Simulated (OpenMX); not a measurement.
## CuI (Marshite) under changes of volume

One of the cells (28.417 Å³/atom); the others are scaled copies at fixed shape and fractional positions:

```xyz
2
Lattice="0.0000 3.0516 3.0516 3.0516 0.0000 3.0516 3.0516 3.0516 0.0000" Properties=species:S:1:pos:R:3 pbc="T T T"
I     0.0000    0.0000    0.0000
Cu    4.5774    4.5774    4.5774
```

* Program: OpenMX 3.8.5
* Functional: PBE
* Potentials or basis: OpenMX 2013 PBE set, I7.0-s3p2d2f1, Cu6.0H-s3p2d2, fixed grid of 48 × 48 × 48 points
* k mesh: 9 × 9 × 9
* Occupations: fermi-dirac, width 0.05 eV
* Spin: no spin polarisation

| volume (Å³/atom) | energy over the lowest point (meV/atom) | gap on the mesh (eV) |
| --- | --- | --- |
| 26.188 | 40.42 | 1.49 |
| 26.745 | 25.39 | 1.42 |
| 27.302 | 14.19 | 1.36 |
| 28.417 | ? | ? |
| 28.974 | 0.00 | 1.19 |
| 29.531 | 0.60 | 1.13 |

Problem. What does the run at 28.417 Å³/atom give?

Solution. Energy over the lowest point 2.02 meV/atom; gap on the mesh 1.24 eV.

Worked out: A Birch-Murnaghan fit of order 3 (a polynomial in V^(-2/3)) to the other rows has its minimum at 29.11 Å³/atom with B0 = V·E''(V) = 36 GPa and B' = 4.8. It gives 1.85 meV/atom at 28.417 Å³/atom, against the run's 2.02. A straight line through the other rows of the gap, of slope -2.95 eV per unit of ln V (its deformation potential), gives 1.24 eV, against the run's 1.24.

Energies are extrapolated to zero smearing.

Caveats: spin-orbit coupling is left out, which moves the levels of the heavy elements; the basis of atomic orbitals isn't converged, which shifts pressures, moduli and gaps.
